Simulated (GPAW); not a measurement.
# GaAs (F-43m) in GPAW: a series of runs, part 2 of 2

GPAW 26.7.0.

## 4. Equation of state, revPBE+D3(BJ)

File run.py:

```python
from ase.calculators.mixing import SumCalculator
from ase.eos import EquationOfState
from ase.io import Trajectory, read
from ase.units import GPa
from dftd3.ase import DFTD3
from gpaw import GPAW, PW

atoms = read('GaAs.xyz')

traj = Trajectory('eos.traj', 'w')
volumes, energies = [], []
for x in [0.94, 0.96, 0.98, 1.0, 1.02, 1.04, 1.06]:
    a = atoms.copy()
    a.set_cell(atoms.cell * x**(1 / 3), scale_atoms=True)
    calc = GPAW(mode=PW(600),
                xc='revPBE',
                kpts={'size': (8, 8, 8), 'gamma': True},
                occupations={'name': 'fermi-dirac', 'width': 0.05},
                nbands=11,
                convergence={'density': 1e-05, 'energy': 1e-05},
                maxiter=150,
                txt=f'eos-{x:.2f}.txt')
    a.calc = SumCalculator([calc, DFTD3(method='revpbe', damping='d3bj')])
    energies.append(a.get_potential_energy())
    volumes.append(a.get_volume())
    p = -a.get_stress()[:3].mean() / GPa
    calc.write(f'eos-{x:.2f}.gpw')
    traj.write(a)
    print(f'{x:.2f} {volumes[-1]:10.4f} A^3 {energies[-1]:14.6f} eV {p:9.3f} GPa', flush=True)

v0, e0, B = EquationOfState(volumes, energies, eos='birchmurnaghan').fit()
print(f'V0 = {v0:.4f} A^3, E0 = {e0:.6f} eV, B0 = {B / GPa:.2f} GPa')
```

File GaAs.xyz:

```xyz
2
Lattice="0.0000000000 2.8268500000 2.8268500000 2.8268500000 0.0000000000 2.8268500000 2.8268500000 2.8268500000 0.0000000000" Properties=species:S:1:pos:R:3 pbc="T T T"
As     4.2402750000      4.2402750000      4.2402750000
Ga     0.0000000000      0.0000000000      0.0000000000
```

Potentials or basis: the program's PAW data sets (release 1.2.1) made for this functional, pw.

Launch:

```
$ OMP_NUM_THREADS=1 python run.py
```

Standard output:

```text
__  _  _
 | _ |_)|_||  |
 |__||  | ||/\| - 26.7.0

Input parameters:
  mode=PW(ecut=600.0),
  convergence={'density': 1e-05, 'energy': 1e-05},
  kpts=MonkhorstPack(size=(8, 8, 8), gamma=True),
  maxiter=150,
  nbands=11,
  occupations=Occupations(name='fermi-dirac', width=0.05),
  xc=XC(name='revPBE')

Diagonalizing LCAO Hamiltonian
Converting LCAO to pw mode

                    As

       Ga

Atoms  # Å, Bohr magnetons
|   | symbol |        x |        y |        z |    initial magnetic moments |
|---|--------|----------|----------|----------|-----------------------------|
| 0 |     As | 4.153714 | 4.153714 | 4.153714 | ( 0.0000,  0.0000,  0.0000) |
| 1 |     Ga | 0.000000 | 0.000000 | 0.000000 | ( 0.0000,  0.0000,  0.0000) |

Unit cell  # Å
| periodic |        x |        y |        z |  lengths |    angles |
|----------|----------|----------|----------|----------|-----------|
|      yes | 0.000000 | 2.769143 | 2.769143 | 3.916160 | 60.000000 |
|      yes | 2.769143 | 0.000000 | 2.769143 | 3.916160 | 60.000000 |
|      yes | 2.769143 | 2.769143 | 0.000000 | 3.916160 | 60.000000 |

Number of symmetries: 24
Symmetry operations  # r_c * U_cc + t_c -> r_c
|    | kind |            matrix            |
|----|------|------------------------------|
|  0 |  E   |  1, 0, 0,  0, 1, 0,  0, 0, 1 |
|  1 |  σ   |  1, 0, 0,  0, 0, 1,  0, 1, 0 |
|  2 |  σ   |  1, 0,-1,  0, 1,-1,  0, 0,-1 |
|  3 |  C3  |  1, 0,-1,  0, 0,-1,  0, 1,-1 |
|  4 |  C3  |  1,-1, 0,  0,-1, 1,  0,-1, 0 |
|  5 |  σ   |  1,-1, 0,  0,-1, 0,  0,-1, 1 |
|  6 |  σ   |  0, 1, 0,  1, 0, 0,  0, 0, 1 |
|  7 |  C3  |  0, 1, 0,  0, 0, 1,  1, 0, 0 |
|  8 |  C2  |  0, 1,-1,  1, 0,-1,  0, 0,-1 |
|  9 |  S4  |  0, 1,-1,  0, 0,-1,  1, 0,-1 |
| 10 |  C3  |  0, 0, 1,  1, 0, 0,  0, 1, 0 |
| 11 |  σ   |  0, 0, 1,  0, 1, 0,  1, 0, 0 |
| 12 |  S4  |  0, 0,-1,  1, 0,-1,  0, 1,-1 |
| 13 |  C3  |  0, 0,-1,  0, 1,-1,  1, 0,-1 |
| 14 |  S4  |  0,-1, 1,  1,-1, 0,  0,-1, 0 |
| 15 |  C2  |  0,-1, 1,  0,-1, 0,  1,-1, 0 |
| 16 |  C3  |  0,-1, 0,  1,-1, 0,  0,-1, 1 |
| 17 |  S4  |  0,-1, 0,  0,-1, 1,  1,-1, 0 |
| 18 |  S4  | -1, 1, 0, -1, 0, 1, -1, 0, 0 |
| 19 |  C3  | -1, 1, 0, -1, 0, 0, -1, 0, 1 |
| 20 |  C3  | -1, 0, 1, -1, 1, 0, -1, 0, 0 |
| 21 |  S4  | -1, 0, 1, -1, 0, 0, -1, 1, 0 |
| 22 |  σ   | -1, 0, 0, -1, 1, 0, -1, 0, 1 |
| 23 |  C2  | -1, 0, 0, -1, 0, 1, -1, 1, 0 |

BZ-sampling:
  Number of BZ points: 512
  Number of IBZ points: 29

  Monkhorst-Pack size: [8, 8, 8]
  Monkhorst-Pack shift: [0.0625, 0.0625, 0.0625]

K-points  # in reciprocal-cell coordinates
|     |                                coordinates |     weight |
[... 57 lines left out ...]
    |    p |        |      22.056 |    1.058 |
    |    d |        |       0.000 |    1.058 |

    Using partial waves for As as LCAO basis

  Ga:
    name:    Gallium
    Z:       31.0
    valence: 3
    core:    28
    charge:  0.0  # [|e|]
    compensation charges:
      type: gauss
      rc: 0.37  # [Å]
      lmax: 2
    cutoffs:
      filter: 2.06  # [Å]
      core: 4.17  # [Å]
    projectors
    | kind |    occ | energy [eV] | rcut [Å] |
    |------|--------|-------------|----------|
    |   4s |  2.000 |      -8.879 |    1.164 |
    |   4p |  1.000 |      -2.530 |    1.164 |
    |    s |        |      18.332 |    1.164 |
    |    p |        |      24.682 |    1.164 |
    |    d |        |       0.000 |    1.164 |

    Using partial waves for Ga as LCAO basis

Reference energy: -114396.396665  # eV

eigensolver:
  PPCG
  Converge bands: occupied
  niter=2

density mixing:
  MSR1-Mixer
  Pratt-step length: 0.05
  Maximum mixing coefficient: 0.75
  Old densities: 10
  SVD Regularization: 0.005
  Good broyden scale: 1.0
  Trust region scale: 1.0
  Backstep threshold: 4.0
  History deletion threshold: 6.0
  Fourier metric: weight=20.0, sigma=0.015

occupation numbers:
  Fermi-Dirac:
    width: 0.0500  # eV

poisson solver:
  ecut: 4800.0  # eV

xc functional:
  name: revPBE with 2 nearest neighbor stencil

convergence criteria:
[... 6 lines left out ...]
|iter     | |      energy | eigst |  dens |
|---------|-|-------------|-------|-------|
|iter:   1| |   -7.555833 | -0.63 |       |
|iter:   2| |   -7.540008 | -3.04 | -0.89 |
|iter:   3| |   -7.480132 | -2.11 | -0.92 |
|iter:   4| |   -7.484529 | -3.53 | -1.51 |
|iter:   5| |   -7.485266 | -4.47 | -2.02 |
|iter:   6| |   -7.485305 | -5.77 | -2.75 |
|iter:   7| |   -7.485307c| -7.26 | -3.49 |
|iter:   8| |   -7.485307c| -8.22c| -4.06 |
|iter:   9| |   -7.485307c| -8.69c| -5.12c|

Converged in 9 steps
Energy contributions relative to reference atoms: (reference = -114396.396665)

Energy contributions:
  Kinetic:          36.095512
  Coulomb:         -31.469395
  Zero:              0.014551
  External:          0.000000
  Xc:              -12.125975
  Entropy:          -0.000000
  Spinorbit:         0.000000
  ----------------------------
  Free energy:      -7.485307
  Extrapolated:     -7.485307

dipole moment: (-10.555481, -10.555481, -10.555481)  # |e|*Ang

Fermi level: 6.266
Eigenvalues  # (at kpt = [0.000, 0.000, 0.000])
| band index |      eig [eV] | occ [0-2] |
|------------|---------------|-----------|
|          0 |        -7.468 |     2.000 |
|          1 |         5.665 |     2.000 |
|          2 |         5.665 |     2.000 |
|          3 |         5.665 |     2.000 |
|          4 |         6.825 |     0.000 |
|          5 |         9.473 |     0.000 |
|          6 |         9.473 |     0.000 |
|          7 |         9.473 |     0.000 |
|          8 |        13.668 |     0.000 |
|          9 |        15.876 |     0.000 |
|         10 |        15.876 |     0.000 |

Gap: 1.160 eV
Transition (v -> c):
  (s=0, k=0, n=3, [0.00, 0.00, 0.00]) -> (s=0, k=0, n=4, [0.00, 0.00, 0.00])
No difference between direct/indirect transitions

Stress tensor  # eV/Ang^3
|         x |         y |         z |
|-----------|-----------|-----------|
| -0.073630 |  0.000000 |  0.000000 |
|  0.000000 | -0.073630 |  0.000000 |
|  0.000000 |  0.000000 | -0.073630 |

# Writing to eos-0.94.gpw (mode='')
```

stdout:

```text
0.94    42.4684 A^3      -8.816010 eV     6.411 GPa
0.96    43.3720 A^3      -8.846363 eV     4.379 GPa
0.98    44.2756 A^3      -8.865879 eV     2.563 GPa
1.00    45.1792 A^3      -8.875709 eV     0.940 GPa
1.02    46.0828 A^3      -8.876865 eV    -0.509 GPa
1.04    46.9863 A^3      -8.870301 eV    -1.799 GPa
1.06    47.8899 A^3      -8.856802 eV    -2.943 GPa
V0 = 45.7567 A^3, E0 = -8.877388 eV, B0 = 72.29 GPa
```

It took 71 s on 1 thread of Arm Neoverse V1, shared host; peak memory 0.25 GiB.

Results:

* Equilibrium volume: 22.88 Å³/atom
* Bulk modulus: 72 GPa
* Pressure derivative of the bulk modulus: 4.7

Energy against volume, from the lowest point:
| volume (Å³/atom) | energy (meV/atom) |
| --- | --- |
| 21.234 | 30.43 |
| 21.686 | 15.26 |
| 22.138 | 5.50 |
| 22.590 | 0.58 |
| 23.041 | 0.00 |
| 23.493 | 3.27 |
| 23.945 | 9.98 |

Zero-point motion and thermal expansion aren't in these numbers.

## 5. The runs side by side

```tsv
task	level	potentials or basis	spin	band path	band points	spin axis theta (degrees)	spin axis phi (degrees)	gap on the mesh (eV)
band structure	r4SCAN	GPAW PAW data sets (gpaw-data 1.2.1), pw	SOC, no magnetisation	GXWKGLUWLK,UX	60	0	0	0.78
band structure	vdW-DF	GPAW PAW data sets (gpaw-data 1.2.1), pw	SOC, no magnetisation	GXWKGLUWLK,UX	100	0	0	0.52
equation of state	revPBE+D3(BJ)	the program's PAW data sets (release 1.2.1) made for this functional, pw	off	-	-	-	-	-
```

Alike in all rows: cell as given; k mesh 8 × 8 × 8; cutoff (eV) 600; smearing fermi-dirac 0.05 eV.

Caveats: spin-orbit coupling was added after a scalar SCF, so levels and gaps hold it while energy, forces, pressure and moments don't (some runs); this program's spin-orbit splittings come out too wide for heavy elements (some runs); the PAW data sets were made with another functional, which shifts forces and pressure a little (some runs).

Total energies depend on the potentials used, so only differences within one code and one set of settings carry meaning.

## 6. How close it comes

Step 2. Measured gap of GaAs: 1.412 eV (direct; 300 K; “Evidence of valence band perturbations in GaAsN/GaAs(001): A combined variable-angle spectroscopic ellipsometry and modulated photoreflectance investigation”, 2008, arxiv:0805.2212). This calculation gives 0.78 eV (-0.63 eV). 3 values of this kind are on record (1.412 to 1.51 eV); this one was drawn at random among those near their median, those with a stated uncertainty first. The value is that of r4SCAN, without temperature or zero-point motion.

Step 3. A measured gap of GaAs is 1.418 eV (direct; 300 K; “Evidence of valence band perturbations in GaAsN/GaAs(001): A combined variable-angle spectroscopic ellipsometry and modulated photoreflectance investigation”, 2008, arxiv:0805.2212); the calculated 0.52 eV misses it by -0.90 eV. 3 values of this kind are on record (1.412 to 1.51 eV); this one was drawn at random among those near their median, those with a stated uncertainty first. The value is that of vdW-DF, without temperature or zero-point motion.
